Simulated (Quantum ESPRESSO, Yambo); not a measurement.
An input for Yambo 5.3.0 (InP (F-43m)):

```
HF_and_locXC
gw0
dyson
ppa
em1d
rim_cut
RandQpts= 1000000
RandGvec= 1 RL
EXXRLvcs= 80 Ry
VXCRLvcs= 320 Ry
Chimod= "HARTREE"
% BndsRnXp
 1 | 127 |
%
NGsBlkXp= 14.5 Ry
% LongDrXp
 1 | 1 | 1 |
%
% GbndRnge
 1 | 127 |
%
DysSolver= "n"
ExtendOut
PPAPntXp= 27.21138 eV
% QPkrange
 1 | 8 | 10 | 17 |
%
```

The database entry behind the starting cell differs from later determinations by our own check (0.1 to 0.3 % short, probably kX units), so it need not match the best structure at ambient conditions.

```sh
OMP_NUM_THREADS=1 mpirun -n 4 yambo -F gw1.in -J gw1 -C gw1 > gw1.log
```

The stored states that it reads are on a 4×4×4 mesh. The structure is cubic, space group F-43m (No. 216). Conventional cell: a = 5.861 Å, b = 5.861 Å, c = 5.861 Å, α = 90.00°, β = 90.00°, γ = 90.00°. In has 4 P at 2.54 Å nearest. P has 4 In at 2.54 Å nearest. Farther neighbours are not listed.

**Question.** Estimate wall time and host memory on 4 MPI ranks of Arm Neoverse V1, shared host.

It took 10 min; on shared hardware allow 5.2 min to 21 min. Peak host memory was 1.7 GiB.

The screening grows as filled bands × empty bands × pairs of k points, times the square of the screening basis for the matrix.

[Paths, hosts, dates, memory and timing lines, banners, echoed tables and standing remarks are left out of the program output.]

[Logs are printed without paths, hosts, clocks, repeated set-up lines and the standing remarks that a program may print on its own settings, such as how far it seeks lower states.]

[Runs of the session that timed out or met a known fault of the program may be left out.]

[Hosts, paths, dates, database ids (printed as entryN), source tags and the programs' standing remarks are cut or masked in the printed files.]
